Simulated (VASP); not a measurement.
# InP (F-43m) in VASP: further runs

The runs below take InP through single point, with PBE.

All numbers are computed with VASP 6.6.1; they aren't measurements. Logs are shortened: lines on timing, memory, paths and dates and some standing lists are left out, and cuts for length are marked.

**1. Starting point**

The structure is cubic, space group F-43m (No. 216). Conventional cell: a = 5.861 Å, b = 5.861 Å, c = 5.861 Å, α = 90.00°, β = 90.00°, γ = 90.00°. In (site symmetry -43m) is surrounded by 4 P at 2.54 Å. P (site symmetry -43m) has 4 In at 2.54 Å as nearest neighbours.

**2. Single point, PBE**

Input file INCAR:

```
PREC = Normal ; ENCUT = 900
EDIFF = 1E-7 ; ISMEAR = 0
SIGMA = 0.05 ; LREAL = False
LASPH = True ; NELM = 100
ALGO = Normal ; ISIF = 2
LWAVE = False ; LCHARG = False
GGA = PE ; NBANDS = 16
ADDGRID = False
```

Input file KPOINTS:

```
regular mesh
0
Gamma
  10 10 10
```

Input file POSCAR:

```
InP
1.0
    0.0000000000      2.9305000000      2.9305000000
    2.9305000000      0.0000000000      2.9305000000
    2.9305000000      2.9305000000      0.0000000000
In P
1 1
Direct
    0.0000000000      0.0000000000      0.0000000000
    0.7500000000      0.7500000000      0.7500000000
```

Potentials or basis: VASP PAW PBE potentials, release 64 (In_d, P_h).

Command:

```console
$ cat potpaw_PBE.64/In_d/POTCAR potpaw_PBE.64/P_h/POTCAR > POTCAR
$ mpirun -np 1 vasp_std > vasp.out
```

OUTCAR:

```text
PREC = Normal
   ENCUT = 900
   EDIFF = 1E-7
   ISMEAR = 0
   LREAL = False
   LASPH = True
   NELM = 100
   ISIF = 2
   GGA = PE

 Found     47 irreducible k-points:

 Following reciprocal coordinates:
            Coordinates               Weight
  0.000000  0.000000  0.000000      1.000000
  0.100000  0.000000  0.000000      8.000000
  0.200000  0.000000  0.000000      8.000000
  0.300000  0.000000  0.000000      8.000000
  0.400000  0.000000  0.000000      8.000000
  0.500000  0.000000  0.000000      4.000000
   k-points           NKPTS =     47   k-points in BZ     NKDIM =     47   number of bands    NBANDS=     16
   number of dos      NEDOS =    301   number of ions     NIONS =      2
   total plane-waves  NPLWV =  27000
   dimension x,y,z NGX =    30 NGY =   30 NGZ =   30
   dimension x,y,z NGXF=    60 NGYF=   60 NGZF=   60
   ions per type =               1   1
   NGX,Y,Z   is equivalent  to a cutoff of  12.03, 12.03, 12.03 a.u.
   NGXF,Y,Z  is equivalent  to a cutoff of  24.07, 24.07, 24.07 a.u.
 SYSTEM =  unknown system
   PREC   = normal    normal or accurate (medium, high low for compatibility)
   ISTART =      0    job   : 0-new  1-cont  2-samecut
   ICHARG =      2    charge: 1-file 2-atom 10-const
   ISPIN  =      1    spin polarized calculation?
   LNONCOLLINEAR =      F non collinear calculations
   LSORBIT =      F    spin-orbit coupling
   LASPH  =      T    aspherical Exc in radial PAW
   ENCUT  =  900.0 eV  66.15 Ry    8.13 a.u.  10.14 10.14 10.14*2*pi/ulx,y,z
   NELM   =    100;   NELMIN=  2; NELMDL= -5     # of ELM steps
   EDIFF  = 0.1E-06   stopping-criterion for ELM
   LREAL  =      F    real-space projection
   EDIFFG = 0.1E-05   stopping-criterion for IOM
   NSW    =      0    number of steps for IOM
   IBRION =     -1    ionic relax: 0-MD 1-quasi-New 2-CG
   NFREE  =      0    steps in history (QN), initial steepest desc. (CG)
   ISIF   =      2    stress and relaxation
   ISYM   =      2    0-nonsym 1-usesym 2-fastsym
   POTIM  = 0.5000    time-step for ionic-motion
   TEBEG  =    0.0;   TEEND  =   0.0 temperature during run
   PSTRESS=    0.0 pullay stress
   NELECT =      18.0000    total number of electrons
   NUPDOWN=      -1.0000    fix difference up-down
   EMIN   =  10.00;   EMAX   =-10.00  energy-range for DOS
   EFERMI =   0.00;   METHOD = LEGACY
   ISMEAR =     0;   SIGMA  =   0.05  broadening in eV -4-tet -1-fermi 0-gaus
   EFERMI_NEDOS =   21; number of points for ismear=-14 and -15
   IALGO  =     38    algorithm
   IMIX   =      4    mixing-type and parameters
     AMIX     =   0.40;   BMIX     =  1.00
     AMIX_MAG =   1.60;   BMIX_MAG =  1.00
  volume/ion in A,a.u.               =      25.17       169.83
  Fermi-wavevector in a.u.,A,eV,Ry     =   1.162021  2.195901 18.371846  1.350293
  Thomas-Fermi vector in A             =   2.298587
   LORBIT       =      0    0 simple, 1 ext, 2 COOP (PROOUT), +10 PAW based schemes
   GGA     = PE    functional components
   LHFCALC =     F    Hartree Fock is set to
   AEXX    =    0.0000 exact exchange contribution
   IVDW    =     0    specifies the selected vdW correction
   LEPSILON=     F    determine dielectric tensor
   LRPA    =     F    only Hartree local field effects (RPA)
 non-spin polarized calculation
 Gauss-broadening in eV      SIGMA  =   0.05
  energy-cutoff  :      900.00
  volume of cell :       50.33
 maximum number of plane-waves:      3119
   NGX = 21   NGY = 21   NGZ = 21

 number of electron      18.0000008 magnetization

 Free energy of the ion-electron system (eV)
  ---------------------------------------------------
  ext. energy  EPLUGINS =         0.00000000
  ---------------------------------------------------
  free energy    TOTEN  =        -8.38409122 eV

  energy without entropy =       -8.38409122  energy(sigma->0) =       -8.38409122

 E-fermi :   5.6058     XC(G=0):  -9.3215

 val. band max:        5.3955596836   @ k =   0.0000   0.0000   0.0000
 cond. band min:       6.1077043606   @ k =   0.0000   0.0000   0.0000
 fundamental gap:      0.7121446770
 Fermi energy:         5.6057987825

 k-point     1 :       0.0000    0.0000    0.0000
  band No.  band energies     occupation
      1      -8.7891      2.00000
      2      -8.7891      2.00000
      3      -8.7891      2.00000
      4      -8.6369      2.00000
      5      -8.6369      2.00000
      6      -6.1219      2.00000
[... 8 lines left out ...]
     15      14.8247      0.00000
     16      14.8247      0.00000

 k-point     2 :       0.1000    0.0000    0.0000
  band No.  band energies     occupation
      1      -8.8016      2.00000
      2      -8.7842      2.00000
      3      -8.7842      2.00000
      4      -8.6369      2.00000
      5      -8.6369      2.00000
      6      -6.0069      2.00000
[... 8 lines left out ...]
     15      14.3436      0.00000
     16      14.5441      0.00000

 k-point     3 :       0.2000    0.0000    0.0000
  band No.  band energies     occupation
      1      -8.8330      2.00000
      2      -8.7722      2.00000
      3      -8.7722      2.00000
      4      -8.6358      2.00000
      5      -8.6358      2.00000
      6      -5.6767      2.00000
[... 8 lines left out ...]
     15      13.9284      0.00000
     16      14.7802      0.00000

 k-point     4 :       0.3000    0.0000    0.0000
  band No.  band energies     occupation
      1      -8.8696      2.00000
      2      -8.7600      2.00000
      3      -8.7600      2.00000
      4      -8.6319      2.00000
      5      -8.6319      2.00000
      6      -5.1826      2.00000
[... 8 lines left out ...]
     15      14.2185      0.00000
     16      14.3479      0.00000

 k-point     5 :       0.4000    0.0000    0.0000
  band No.  band energies     occupation
      1      -8.8979      2.00000
      2      -8.7524      2.00000
      3      -8.7524      2.00000
      4      -8.6261      2.00000
      5      -8.6261      2.00000
      6      -4.6559      2.00000
[... 8 lines left out ...]
     15      15.1789      0.00000
     16      15.1789      0.00000

 k-point     6 :       0.5000    0.0000    0.0000
  band No.  band energies     occupation
      1      -8.9084      2.00000
      2      -8.7501      2.00000
      3      -8.7501      2.00000
      4      -8.6233      2.00000
      5      -8.6233      2.00000
      6      -4.3974      2.00000
[... 8 lines left out ...]
     15      16.0136      0.00000
     16      16.0136      0.00000

 [... further k-points ...]

------------------------ aborting loop because EDIFF is reached ----------------------------------------

  FORCE on cell =-STRESS in cart. coord.  units (eV):
  Direction    XX          YY          ZZ          XY          YZ          ZX
  --------------------------------------------------------------------------------------
  -------------------------------------------------------------------------------------
  Total        1.0457959      1.0457959      1.0457959      0.0000000     -0.0000000     -0.0000000
  in kB       33.2891216     33.2891216     33.2891216      0.0000000     -0.0000000     -0.0000000
  external PRESSURE =      33.2891216 kB  Pullay stress =       0.0000000 kB

 VOLUME and BASIS-vectors are now :
 -----------------------------------------------------------------------------
  energy-cutoff  :      900.00
  volume of cell :       50.33
      direct lattice vectors                 reciprocal lattice vectors
     0.000000000  2.930500000  2.930500000    -0.170619348  0.170619348  0.170619348
     2.930500000  0.000000000  2.930500000     0.170619348 -0.170619348  0.170619348
     2.930500000  2.930500000  0.000000000     0.170619348  0.170619348 -0.170619348

 POSITION                                       TOTAL-FORCE (eV/Angst)
 -----------------------------------------------------------------------------------
      0.00000      0.00000      0.00000        -0.000000     -0.000000      0.000000
      4.39575      4.39575      4.39575         0.000000      0.000000     -0.000000
 -----------------------------------------------------------------------------------
    total drift:                                0.000000      0.000000      0.000000

  FREE ENERGIE OF THE ION-ELECTRON SYSTEM (eV)
  ---------------------------------------------------
  free  energy   TOTEN  =        -8.3840912193 eV

  energy  without entropy=       -8.3840912193  energy(sigma->0) =       -8.38409122
```

It took 33 s on 1 thread of Intel Xeon Platinum 8488C (Sapphire Rapids), shared host; peak memory 0.22 GiB.

The run converged, but some of its settings lie outside the range that counts as converged, so its numbers aren't taken as properties of the crystal.

What came out:

* Free energy: -8.3841 eV
* Pressure: 3.3 GPa
* Band gap on the k mesh: 0.71 eV, direct

Caveat: spin-orbit coupling is left out, which moves the levels of the heavy elements.

**3. Single point, PBE**

Input file INCAR:

```
PREC = Accurate ; ENCUT = 900
EDIFF = 1E-7 ; ISMEAR = 0
SIGMA = 0.05 ; LREAL = Auto
LASPH = True ; NELM = 100
ALGO = Normal ; ISIF = 2
LWAVE = False ; LCHARG = False
GGA = PE ; NBANDS = 16
ADDGRID = False
```

KPOINTS is that of step 2.

POSCAR is that of step 2.

Potentials or basis: VASP PAW PBE potentials, release 64 (In_d, P_h).

Command:

```console
$ cat potpaw_PBE.64/In_d/POTCAR potpaw_PBE.64/P_h/POTCAR > POTCAR
$ mpirun -np 1 vasp_std > vasp.out
```

It took 1.7 min on 1 thread of Intel Xeon Platinum 8488C (Sapphire Rapids), shared host; peak memory 0.28 GiB.

These settings aren't checked as converged: the numbers below hold their error.

Results:

* Free energy: -8.3855 eV
* Pressure: 3.4 GPa
* Band gap on the k mesh: 0.71 eV, direct

Caveat: spin-orbit coupling is left out, which moves the levels of the heavy elements.

**4. Single point, PBE**

Input file INCAR:

```
PREC = Accurate ; ENCUT = 900
EDIFF = 1E-5 ; ISMEAR = 0
SIGMA = 0.05 ; LREAL = False
LASPH = True ; NELM = 100
ALGO = Normal ; ISIF = 2
LWAVE = False ; LCHARG = False
GGA = PE ; NBANDS = 16
ADDGRID = False
```

KPOINTS is that of step 3.

POSCAR is that of step 3.

Potentials or basis: VASP PAW PBE potentials, release 64 (In_d, P_h).

Command:

```console
$ cat potpaw_PBE.64/In_d/POTCAR potpaw_PBE.64/P_h/POTCAR > POTCAR
$ mpirun -np 1 vasp_std > vasp.out
```

OUTCAR:

```text
PREC = Accurate
   ENCUT = 900
   EDIFF = 1E-5
   ISMEAR = 0
   LREAL = False
   LASPH = True
   NELM = 100
   ISIF = 2
   GGA = PE

 Found     47 irreducible k-points:

 Following reciprocal coordinates:
            Coordinates               Weight
  0.000000  0.000000  0.000000      1.000000
  0.100000  0.000000  0.000000      8.000000
  0.200000  0.000000  0.000000      8.000000
  0.300000  0.000000  0.000000      8.000000
  0.400000  0.000000  0.000000      8.000000
  0.500000  0.000000  0.000000      4.000000
   k-points           NKPTS =     47   k-points in BZ     NKDIM =     47   number of bands    NBANDS=     16
   number of dos      NEDOS =    301   number of ions     NIONS =      2
   total plane-waves  NPLWV =  74088
   dimension x,y,z NGX =    42 NGY =   42 NGZ =   42
   dimension x,y,z NGXF=    84 NGYF=   84 NGZF=   84
   ions per type =               1   1
   NGX,Y,Z   is equivalent  to a cutoff of  16.85, 16.85, 16.85 a.u.
   NGXF,Y,Z  is equivalent  to a cutoff of  33.70, 33.70, 33.70 a.u.
 SYSTEM =  unknown system
   PREC   = accura    normal or accurate (medium, high low for compatibility)
   ISTART =      0    job   : 0-new  1-cont  2-samecut
   ICHARG =      2    charge: 1-file 2-atom 10-const
   ISPIN  =      1    spin polarized calculation?
   LNONCOLLINEAR =      F non collinear calculations
   LSORBIT =      F    spin-orbit coupling
   LASPH  =      T    aspherical Exc in radial PAW
   ENCUT  =  900.0 eV  66.15 Ry    8.13 a.u.  10.14 10.14 10.14*2*pi/ulx,y,z
   NELM   =    100;   NELMIN=  2; NELMDL= -5     # of ELM steps
   EDIFF  = 0.1E-04   stopping-criterion for ELM
   LREAL  =      F    real-space projection
   EDIFFG = 0.1E-03   stopping-criterion for IOM
   NSW    =      0    number of steps for IOM
   IBRION =     -1    ionic relax: 0-MD 1-quasi-New 2-CG
   NFREE  =      0    steps in history (QN), initial steepest desc. (CG)
   ISIF   =      2    stress and relaxation
   ISYM   =      2    0-nonsym 1-usesym 2-fastsym
   POTIM  = 0.5000    time-step for ionic-motion
   TEBEG  =    0.0;   TEEND  =   0.0 temperature during run
   PSTRESS=    0.0 pullay stress
   NELECT =      18.0000    total number of electrons
   NUPDOWN=      -1.0000    fix difference up-down
   EMIN   =  10.00;   EMAX   =-10.00  energy-range for DOS
   EFERMI =   0.00;   METHOD = LEGACY
   ISMEAR =     0;   SIGMA  =   0.05  broadening in eV -4-tet -1-fermi 0-gaus
   EFERMI_NEDOS =   21; number of points for ismear=-14 and -15
   IALGO  =     38    algorithm
   IMIX   =      4    mixing-type and parameters
     AMIX     =   0.40;   BMIX     =  1.00
     AMIX_MAG =   1.60;   BMIX_MAG =  1.00
  volume/ion in A,a.u.               =      25.17       169.83
  Fermi-wavevector in a.u.,A,eV,Ry     =   1.162021  2.195901 18.371846  1.350293
  Thomas-Fermi vector in A             =   2.298587
   LORBIT       =      0    0 simple, 1 ext, 2 COOP (PROOUT), +10 PAW based schemes
   GGA     = PE    functional components
   LHFCALC =     F    Hartree Fock is set to
   AEXX    =    0.0000 exact exchange contribution
   IVDW    =     0    specifies the selected vdW correction
   LEPSILON=     F    determine dielectric tensor
   LRPA    =     F    only Hartree local field effects (RPA)
 non-spin polarized calculation
 Gauss-broadening in eV      SIGMA  =   0.05
  energy-cutoff  :      900.00
  volume of cell :       50.33
 maximum number of plane-waves:      3119
 NGX is ok and might be reduce to    42
   NGX = 21   NGY = 21   NGZ = 21

 number of electron      17.9999999 magnetization

 Free energy of the ion-electron system (eV)
  ---------------------------------------------------
  ext. energy  EPLUGINS =         0.00000000
  ---------------------------------------------------
  free energy    TOTEN  =        -8.38407293 eV

  energy without entropy =       -8.38407293  energy(sigma->0) =       -8.38407293

 E-fermi :   5.6057     XC(G=0):  -9.3218

 val. band max:        5.3952163322   @ k =   0.0000   0.0000   0.0000
 cond. band min:       6.1073740904   @ k =   0.0000   0.0000   0.0000
 fundamental gap:      0.7121577583
 Fermi energy:         5.6056980315

 k-point     1 :       0.0000    0.0000    0.0000
  band No.  band energies     occupation
      1      -8.7890      2.00000
      2      -8.7890      2.00000
      3      -8.7890      2.00000
      4      -8.6368      2.00000
      5      -8.6368      2.00000
      6      -6.1222      2.00000
[... 8 lines left out ...]
     15      14.8246      0.00000
     16      14.8246      0.00000

 k-point     2 :       0.1000    0.0000    0.0000
  band No.  band energies     occupation
      1      -8.8015      2.00000
      2      -8.7841      2.00000
      3      -8.7841      2.00000
      4      -8.6369      2.00000
      5      -8.6369      2.00000
      6      -6.0072      2.00000
[... 8 lines left out ...]
     15      14.3436      0.00000
     16      14.5434      0.00000

 k-point     3 :       0.2000    0.0000    0.0000
  band No.  band energies     occupation
      1      -8.8329      2.00000
      2      -8.7722      2.00000
      3      -8.7722      2.00000
      4      -8.6358      2.00000
      5      -8.6358      2.00000
      6      -5.6770      2.00000
[... 8 lines left out ...]
     15      13.9283      0.00000
     16      14.7796      0.00000

 k-point     4 :       0.3000    0.0000    0.0000
  band No.  band energies     occupation
      1      -8.8696      2.00000
      2      -8.7599      2.00000
      3      -8.7599      2.00000
      4      -8.6318      2.00000
      5      -8.6318      2.00000
      6      -5.1829      2.00000
[... 8 lines left out ...]
     15      14.2184      0.00000
     16      14.3473      0.00000

 k-point     5 :       0.4000    0.0000    0.0000
  band No.  band energies     occupation
      1      -8.8979      2.00000
      2      -8.7524      2.00000
      3      -8.7524      2.00000
      4      -8.6261      2.00000
      5      -8.6261      2.00000
      6      -4.6562      2.00000
[... 8 lines left out ...]
     15      15.1788      0.00000
     16      15.1788      0.00000

 k-point     6 :       0.5000    0.0000    0.0000
  band No.  band energies     occupation
      1      -8.9084      2.00000
      2      -8.7501      2.00000
      3      -8.7501      2.00000
      4      -8.6233      2.00000
      5      -8.6233      2.00000
      6      -4.3977      2.00000
[... 8 lines left out ...]
     15      16.0135      0.00000
     16      16.0135      0.00000

 [... further k-points ...]

------------------------ aborting loop because EDIFF is reached ----------------------------------------

  FORCE on cell =-STRESS in cart. coord.  units (eV):
  Direction    XX          YY          ZZ          XY          YZ          ZX
  --------------------------------------------------------------------------------------
  -------------------------------------------------------------------------------------
  Total        1.0381748      1.0381748      1.0381748      0.0000000      0.0000000      0.0000000
  in kB       33.0465319     33.0465319     33.0465319      0.0000000      0.0000000      0.0000000
  external PRESSURE =      33.0465319 kB  Pullay stress =       0.0000000 kB

 VOLUME and BASIS-vectors are now :
 -----------------------------------------------------------------------------
  energy-cutoff  :      900.00
  volume of cell :       50.33
      direct lattice vectors                 reciprocal lattice vectors
     0.000000000  2.930500000  2.930500000    -0.170619348  0.170619348  0.170619348
     2.930500000  0.000000000  2.930500000     0.170619348 -0.170619348  0.170619348
     2.930500000  2.930500000  0.000000000     0.170619348  0.170619348 -0.170619348

 POSITION                                       TOTAL-FORCE (eV/Angst)
 -----------------------------------------------------------------------------------
      0.00000      0.00000      0.00000        -0.000000     -0.000000     -0.000000
      4.39575      4.39575      4.39575         0.000000      0.000000      0.000000
 -----------------------------------------------------------------------------------
    total drift:                                0.000000      0.000000      0.000000

  FREE ENERGIE OF THE ION-ELECTRON SYSTEM (eV)
  ---------------------------------------------------
  free  energy   TOTEN  =        -8.3840729315 eV

  energy  without entropy=       -8.3840729315  energy(sigma->0) =       -8.38407293
```

OSZICAR:

```text
N       E                     dE             d eps       ncg     rms          rms(c)
DAV:   1     0.129306373407E+03    0.12931E+03   -0.11432E+04  1512   0.187E+03
DAV:   2    -0.266174386069E+00   -0.12957E+03   -0.12399E+03  1640   0.376E+02
DAV:   3    -0.855760741242E+01   -0.82914E+01   -0.82464E+01  2048   0.842E+01
DAV:   4    -0.878875158247E+01   -0.23114E+00   -0.23106E+00  1856   0.141E+01
DAV:   5    -0.880176767265E+01   -0.13016E-01   -0.13016E-01  2408   0.303E+00    0.507E+00
DAV:   6    -0.841071694592E+01    0.39105E+00   -0.61617E-01  2312   0.130E+01    0.272E+00
DAV:   7    -0.838296245649E+01    0.27754E-01   -0.17357E-01  2160   0.325E+00    0.868E-01
DAV:   8    -0.838323550458E+01   -0.27305E-03   -0.16541E-02  1864   0.154E+00    0.241E-01
DAV:   9    -0.838380334022E+01   -0.56784E-03   -0.13863E-03  2072   0.535E-01    0.144E-01
DAV:  10    -0.838403567482E+01   -0.23233E-03   -0.31453E-04  1800   0.123E-01    0.644E-02
DAV:  11    -0.838407274286E+01   -0.37068E-04   -0.80817E-05  1912   0.827E-02    0.339E-02
DAV:  12    -0.838407293152E+01   -0.18866E-06   -0.54857E-06  1288   0.196E-02
   1 F= -.83840729E+01 E0= -.83840729E+01  d E =-.170362E-11
```

It took 53 s on 1 thread of Intel Xeon Platinum 8488C (Sapphire Rapids), shared host; peak memory 0.29 GiB.

The run converged, but some of its settings lie outside the range that counts as converged, so its numbers aren't taken as properties of the crystal.

What came out:

```
Free energy            : -8.3841 eV
Pressure               : 3.3 GPa
Band gap on the k mesh : 0.71 eV, direct
```

Caveat: spin-orbit coupling is left out, which moves the levels of the heavy elements.

**5. The reference run**

An earlier run on the cell as given: functional PBEsol; potentials or basis VASP PAW PBE potentials, release 64 (In_d, P); cutoff 520 eV; k mesh 8 × 8 × 8; occupations fermi-dirac, width 0.05 eV; no spin polarisation.

- Pressure: 0.6 GPa
- Band gap on the k mesh: 0.61 eV, direct
